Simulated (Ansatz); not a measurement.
## Band table of Na

```
CELL_PARAMETERS angstrom
3.76700 -0.03767 -0.03767
-1.91612 3.28115 -0.01379
-0.06154 -0.06154 6.15400
ATOMIC_POSITIONS crystal
Na 0.33333 0.66667 0.25000
Na 0.66667 0.33333 0.75000
```

Atoms are numbered in the order listed.

The structure is an experimental refinement, used without relaxation. The listed cell was then made from it by scaling, straining or moving an atom.

Computed with DFT, PBE, all-electron LAPW, scalar-relativistic (Ansatz 0.2.0).

Numerical set-up: a Γ-centred 13×13×7 k mesh, Fermi–Dirac smearing of 0.05 eV, basis error target 0.25 meV/atom, no spin polarisation.

Path points, in fractions of the reciprocal vectors: Γ (0.000, 0.000, 0.000), X (0.000, 0.000, 0.500), Y (-0.500, 0.500, 0.000), Z (0.000, -0.500, 0.000), R (-0.500, 0.000, 0.500), T (-0.500, 0.000, 0.000), U (0.000, -0.500, 0.500). Levels in eV from the Fermi level; bands 9 to 11, counted from the lowest band of the run. The gap is zero.

```
# k(1/Å) point b9 b10 b11
0.000 Γ -3.23 0.55 0.94
0.102 - -3.19 -0.01 1.58
0.204 - -3.07 -0.67 2.45
0.306 - -2.86 -1.26 3.39
0.409 - -2.58 -1.77 4.39
0.511 X -2.22 -2.22 5.46
0.728 - -2.44 -1.63 4.50
0.945 - -2.30 -0.69 3.84
1.162 - -1.80 0.57 3.31
1.380 - -0.95 1.66 2.25
1.597 Y 0.19 0.29 3.77
1.788 - -0.98 1.66 2.61
1.979 - -1.96 1.71 2.11
2.170 - -2.66 1.07 1.50
2.361 - -3.09 0.68 1.08
2.552 Γ -3.23 0.55 0.94
2.744 - -3.09 0.68 1.09
2.937 - -2.65 1.07 1.51
3.130 - -1.93 1.71 2.15
3.322 - -0.94 1.74 2.63
3.515 Z 0.25 0.36 3.80
3.731 - -0.21 1.13 2.99
3.947 - -0.37 1.94 2.47
4.162 - -0.18 1.49 2.71
4.378 - 0.34 1.24 1.98
4.594 R 1.02 1.19 1.49
4.811 - -0.35 0.58 2.64
5.028 - -1.59 0.10 3.93
5.245 - -2.50 -0.04 2.88
5.462 - -3.05 0.16 1.68
5.679 Γ -3.23 0.55 0.94
5.874 - -3.08 0.68 1.09
6.068 - -2.64 1.07 1.53
6.262 - -1.91 1.72 2.19
6.457 - -0.90 1.82 2.65
6.651 T 0.30 0.42 3.83
6.868 - -0.17 1.22 3.05
7.086 - -0.36 1.98 2.56
7.303 - -0.19 1.47 2.58
7.520 - 0.32 1.18 1.87
7.737 U 0.99 1.12 1.45
```
